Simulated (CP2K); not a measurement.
Runs of CP2K 2026.2 on NaI. Symmetry: Fm-3m, No. 225, cubic system. The conventional cell has a = 6.473 Å, b = 6.473 Å, c = 6.473 Å, α = 90.00°, β = 90.00°, γ = 90.00°. I (site symmetry m-3m) has 6 Na at 3.24 Å as nearest neighbours. Na (site symmetry m-3m) is surrounded by 6 I at 3.24 Å. 

```tsv
task	level	potentials or basis	smearing	EPS_DEFAULT	NGRIDS	points a segment of the path (NPOINTS)	bands added on the path	CUTOFF of the grids	gap on the mesh (eV)	pressure (GPa)
band structure	PBEsol	POTENTIAL_UZH I GTH-PBE-q7, Na GTH-PBE-q9; TZVP-MOLOPT-PBE-GTH basis	fermi-dirac 0.05 eV	1.0E-9	4	6	6	1350 Ry	3.44	-0.1
band structure	r2SCAN	POTENTIAL_UZH I GTH-SCAN-q7, Na GTH-SCAN-q9; TZVP-MOLOPT-SCAN-GTH basis	fermi-dirac 0.0259 eV	1.0E-9	4	8	2	1400 Ry	4.37	(b)
band structure	TB-mBJ	POTENTIAL_UZH I GTH-PBE-q7, Na GTH-PBE-q9; TZVP-MOLOPT-PBE-GTH basis	fermi-dirac 0.01 eV	1.0E-9	4	6	2	1400 Ry	(a)	-
band structure	LDA	GTH_POTENTIALS I GTH-PADE-q7, Na GTH-PADE-q9; TZVP-MOLOPT-PBE-GTH basis	fermi-dirac 0.05 eV	1.0E-9	4	6	6	1350 Ry	3.39	-1.4
```

Alike in all rows: no spin polarisation; cell as given; k mesh 7 × 7 × 7.

**Question.** Estimate the missing entries.

**Answer.** (a) 4.10; (b) 0.1.

Caveats: spin-orbit coupling is left out, which moves the levels of the heavy elements; the basis of atomic orbitals isn't converged, which shifts pressures, moduli and gaps; the potentials were made for another functional, which shifts forces and pressure (some runs); this is a model potential without an energy functional, so only levels have meaning (some runs).

A k mesh can miss the band edges, and the runs leave out spin-orbit coupling on I.
